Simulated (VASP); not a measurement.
# GaSb (F-43m) in VASP: further runs, part 2 of 2

VASP 6.6.1.

## Step 5: Single point, PBE (strained)

File INCAR:

```
SYSTEM = GaSb
ALGO = Normal
EDIFF = 1E-6
ENCUT = 520
GGA = PE
ISIF = 2
ISMEAR = 0
LASPH = .True.
LCHARG = .False.
LREAL = .False.
LWAVE = .False.
NBANDS = 16
NELM = 60
PREC = Accurate
SIGMA = 0.1
```

File KPOINTS:

```
k-points
0
Gamma
  12 12 12
  0 0 0
```

File POSCAR:

```
GaSb
1.0
    0.0000000000      3.0508630600      3.0508630600
    3.0508630600      0.0000000000      3.0508630600
    3.0508630600      3.0508630600      0.0000000000
Ga Sb
1 1
Direct
    0.0000000000      0.0000000000      0.0000000000
    0.7500000000      0.7500000000      0.7500000000
```

Potentials or basis: VASP PAW PBE potentials, release 64 (Ga_d, Sb).

Command:

```sh
cat potpaw_PBE.64/Ga_d/POTCAR potpaw_PBE.64/Sb/POTCAR > POTCAR
mpirun -np 1 vasp_std > vasp.out
```

OUTCAR:

```text
SYSTEM = GaSb
   EDIFF = 1E-6
   ENCUT = 520
   GGA = PE
   ISIF = 2
   ISMEAR = 0
   LASPH = .True.
   LREAL = .False.
   NELM = 60
   PREC = Accurate

 ion  position               nearest neighbor table
   1  0.000  0.000  0.000-   2 2.64   2 2.64   2 2.64   2 2.64
   2  0.750  0.750  0.750-   1 2.64   1 2.64   1 2.64   1 2.64

  LATTYP: Found a face centered cubic cell.
 ALAT       =     6.1017261200

  Lattice vectors:

 A1 = (   0.0000000000,   3.0508630600,   3.0508630600)
[... 641 lines left out ...]

------------------------ aborting loop because EDIFF is reached ----------------------------------------

  FORCE on cell =-STRESS in cart. coord.  units (eV):
  Direction    XX          YY          ZZ          XY          YZ          ZX
  --------------------------------------------------------------------------------------
  -------------------------------------------------------------------------------------
  Total        1.0105975      1.0105975      1.0105975     -0.0000000      0.0000000     -0.0000000
  in kB       28.5095704     28.5095704     28.5095704     -0.0000000      0.0000000     -0.0000000
  external PRESSURE =      28.5095704 kB  Pullay stress =       0.0000000 kB

 VOLUME and BASIS-vectors are now :
 -----------------------------------------------------------------------------
  energy-cutoff  :      520.00
  volume of cell :       56.79
      direct lattice vectors                 reciprocal lattice vectors
     0.000000000  3.050863060  3.050863060    -0.163888051  0.163888051  0.163888051
     3.050863060  0.000000000  3.050863060     0.163888051 -0.163888051  0.163888051
     3.050863060  3.050863060  0.000000000     0.163888051  0.163888051 -0.163888051

 POSITION                                       TOTAL-FORCE (eV/Angst)
 -----------------------------------------------------------------------------------
      0.00000      0.00000      0.00000         0.000000      0.000000      0.000000
      4.57629      4.57629      4.57629        -0.000000     -0.000000     -0.000000
 -----------------------------------------------------------------------------------
    total drift:                               -0.000002     -0.000002     -0.000002

  FREE ENERGIE OF THE ION-ELECTRON SYSTEM (eV)
  ---------------------------------------------------
  free  energy   TOTEN  =        -7.3452749313 eV

  energy  without entropy=       -7.3451792843  energy(sigma->0) =       -7.34522711
```

stdout:

```text
POSCAR found type information on POSCAR GaSb
 POSCAR found :  2 types and       2 ions
 scaLAPACK will be used
 LDA part: xc-table for (Slater+PW92), standard interpolation
 POSCAR, INCAR and KPOINTS ok, starting setup
 FFT: planning ... GRIDC
 FFT: planning ... GRID_SOFT
 FFT: planning ... GRID
 WAVECAR not read
 entering main loop
```

Run time: 68 s. Hardware: 1 thread of Intel Xeon 8259CL, shared host; peak memory 0.22 GiB.

What came out:

```yaml
Free_energy: -7.3453 eV
Pressure: 2.9 GPa
Band_gap_on_the_k_mesh: 0.09 eV
```

Caveat: the cell differs from its parent crystal (strained); spin-orbit coupling is left out, which moves the levels of the heavy elements.

## Step 6: Single point, PBE (strained)

File INCAR:

```
  PREC = Accurate
  ENCUT = 520
  EDIFF = 1E-6
  ISMEAR = 0
  SIGMA = 0.1
  LREAL = F
  LASPH = T
  NELM = 100
  ALGO = Normal
  ISIF = 2
  LWAVE = F
  LCHARG = T
  GGA = PE
  LELF = T
  LVHAR = T
  NBANDS = 16
```

File KPOINTS:

```
regular mesh
0
Gamma
  12 12 12
```

File POSCAR:

```
GaSb
1.0
    0.0000000000      3.0708689200      3.0708689200
    3.0708689200      0.0000000000      3.0708689200
    3.0708689200      3.0708689200      0.0000000000
Ga Sb
1 1
Direct
    0.0000000000      0.0000000000      0.0000000000
    0.7500000000      0.7500000000      0.7500000000
```

Potentials or basis: VASP PAW PBE potentials, release 64 (Ga_d, Sb).

Command:

```sh
cat potpaw_PBE.64/Ga_d/POTCAR potpaw_PBE.64/Sb/POTCAR > POTCAR
mpirun -np 1 vasp_std > vasp.out
```

It took 60 s on 1 thread of Intel Xeon 8259CL, shared host; peak memory 0.22 GiB.

The run converged. Its results:

- Free energy: -7.3615 eV
- Pressure: 1.8 GPa
- Band gap on the k mesh: zero (filled and empty bands touch)

Levels at points of the mesh, in eV from the Fermi level:
```csv
k point,band 6,band 7,band 8,band 9,band 10,band 11,band 12,band 13
"(0.00, 0.00, 0.00)",-11.45,-0.10,-0.05,-0.05,-0.05,2.73,2.73,2.73
"(0.50, 0.00, 0.00)",-9.85,-6.36,-1.19,-1.19,0.33,3.70,3.70,6.42
"(0.50, 0.50, 0.00)",-9.04,-6.81,-2.58,-2.58,0.87,1.22,8.56,8.56
```

Caveat: the cell differs from its parent crystal (strained); semilocal functionals underestimate gaps, so a narrow gap can read as zero; spin-orbit coupling is left out, which moves the levels of the heavy elements.

## Step 7: Overview

| cell | k mesh | gap on the mesh (eV) | pressure (GPa) |
| --- | --- | --- | --- |
| a = 4.394, b = 6.214 Å, angles 135.0, 60.0, 90.0°, 2 atoms, atomic positions A | 8 × 6 × 16 | none | 0.1 |
| a = 4.211 Å, angles 60.0°, 2 atoms, atomic positions B | 12 × 12 × 12 | 0.58 | 7.8 |
| a = 4.299 Å, angles 60.0°, 2 atoms, atomic positions B | 12 × 12 × 12 | 0.17 | 3.5 |
| a = 4.315 Å, angles 60.0°, 2 atoms, atomic positions B | 12 × 12 × 12 | 0.09 | 2.9 |
| a = 4.343 Å, angles 60.0°, 2 atoms, atomic positions B | 12 × 12 × 12 | none | 1.8 |

Alike in all rows: task single point; level PBE; potentials or basis VASP PAW PBE potentials, release 64 (Ga_d, Sb); no spin polarisation; cutoff (eV) 520; smearing gaussian 0.1 eV.

Caveats: spin-orbit coupling is left out, which moves the levels of the heavy elements; semilocal functionals underestimate gaps, so a narrow gap can read as zero (at least some runs); the cell stands under pressure (at least some runs).

Absolute energies hang on the potentials; compare differences alone.

## Step 8: Against experiment

Step 2. Against the measured gap of GaSb, 0.811 eV (direct; 4.2 K; a printed reference work, data compilation), the calculated 0.00 eV is off by -0.81 eV. Spin-orbit coupling on Ga, Sb is left out. The value is that of PBE on a finite k mesh, which can miss the band edges, without temperature or zero-point motion. Semilocal functionals fall short of measured gaps as a rule.
